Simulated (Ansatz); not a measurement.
**Zn under changes of volume**

One of the cells (15.330 Å³/atom); the others are scaled copies at fixed shape and fractional positions:

```xyz
2
Lattice="2.6700 0.0000 0.0000 -1.3350 2.3123 0.0000 0.0000 0.0000 4.9660" Properties=species:S:1:pos:R:3 pbc="T T T"
Zn    1.3350    0.7708    3.7245
Zn    0.0000    1.5415    1.2415
```

- Program: Ansatz 0.2.0
- Functional: LDA
- Potentials or basis: Ansatz PAW
- Cutoff: 420 eV (not typed: the program's choice for these potentials)
- k mesh: 11 × 11 × 6
- Occupations: fermi-dirac, width 0.05 eV
- Spin: no spin polarisation

```tsv
volume (Å³/atom)	energy over the lowest point (meV/atom)	pressure (GPa)
14.410	0.00	-5.1
14.716	11.19	-6.6
15.023	25.13	-7.9
15.330	41.43	-9.1
15.636	59.76	-10.1
15.943	?	?
16.249	101.46	-11.6
```

Question: What does the run at 15.943 Å³/atom give?

Answer: Energy over the lowest point 79.86 meV/atom; pressure -10.9 GPa.

Worked out: A Birch-Murnaghan fit of order 3 (a polynomial in V^(-2/3)) to the other rows has no minimum within the range. It gives 79.88 meV/atom at 15.943 Å³/atom, against the run's 79.86, and -dE/dV = -10.9 GPa, against -10.9.

Energies are extrapolated to zero smearing.

Caveats: the PAW data sets come from PBE, with cores solved anew for the run's functional, which leaves a small shift of forces and pressure.
